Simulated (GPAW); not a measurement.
The system is CuO.

```
Cu O
1.0
     4.16094    0.00000    0.00000
     0.00000    4.16094    0.00000
     0.00000    0.00000    3.88764
Cu O
3 3
Direct
  0.50000 0.00000 0.50000
  0.00000 0.50000 0.50000
  0.00000 0.00000 0.00000
  0.00000 0.00000 0.50000
  0.50000 0.00000 0.00000
  0.00000 0.50000 0.00000
```

Measurements of this composition are mostly on another form, of space group No. 15.

Program: GPAW 26.7.0. Alike in all runs: no spin polarisation; cell as given; cutoff (eV) 800; smearing fermi-dirac 0.05 eV.

Order these runs on this cell by their pressure, lowest first.
A. level PBE; potentials or basis GPAW PAW data sets (gpaw-data 1.2.1), pw; k mesh 7 × 7 × 7; mesh quality not flagged
B. level LDA; potentials or basis the program's PAW data sets (release 1.2.1) made for this functional, pw; k mesh 4 × 4 × 4; band path GXMGZRAZ,XR,MA; band points 100; mesh quality coarse
C. level SCAN; potentials or basis GPAW PAW data sets (gpaw-data 1.2.1), pw; k mesh 4 × 4 × 4; band path GXMGZRAZ,XR,MA; band points 100; mesh quality coarse
D. level RPBE; potentials or basis the program's PAW data sets (release 1.2.1) made for this functional, pw; k mesh 4 × 4 × 4; band path GXMGZRAZ,XR,MA; band points 100; mesh quality coarse

B (-10.0 GPa), C (-3.8 GPa), A (3.4 GPa), D (9.1 GPa).

Caveats: some runs use coarse meshes; with this Cu data set, volumes or pressures lay over 1.5 % or 2 GPa off other programs in two to four cells of ten; an odd number of electrons without spin polarisation forces a metal; a magnetic or distorted state may lie lower; the run has no spin polarisation, though such a crystal can be magnetic; the PAW data sets were made with another functional, which shifts forces and pressure a little (some runs).
